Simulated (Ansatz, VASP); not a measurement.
Two plane-wave programs on KCl

```xyz
2
Lattice="0.0000 3.3455 3.1561 2.9667 0.0000 3.1561 2.9667 3.3455 0.0000" Properties=species:S:1:pos:R:3 pbc="T T T"
K     0.0000    0.0000    0.0000
Cl    2.9667    3.3455    3.1561
```

Change from the starting cell: strain -0.0600 x Voigt [1, -1, 0, 0, 0, 0], atoms carried along.

Alike in both runs: task single point; functional PBEsol; k mesh 6 × 6 × 6; occupations gaussian, width 0.05 eV; no spin polarisation.

|  | VASP | Ansatz |
| --- | --- | --- |
| version | VASP 6.6.1 | Ansatz 0.2.0 |
| potentials or method | VASP PAW PBE potentials, release 64 (K_sv, Cl) | scalar-relativistic, plane waves, PAW |
| plane-wave cutoff (eV) | 520 | 420 |
| valence electrons in the cell | 16 | 16 |

```tsv
	VASP	Ansatz	Ansatz less VASP
gap on the k mesh at the Fermi level (eV)	4.92	4.93	+0.005
least direct gap on the mesh (eV)	4.92	4.93	+0.005
pressure (GPa)	0.1	0.1	-0.05
largest component of the traceless stress (GPa)	2.36	2.30	-0.056
```

Caveats: the PAW data sets were made with another functional, which shifts forces and pressure a little (VASP).
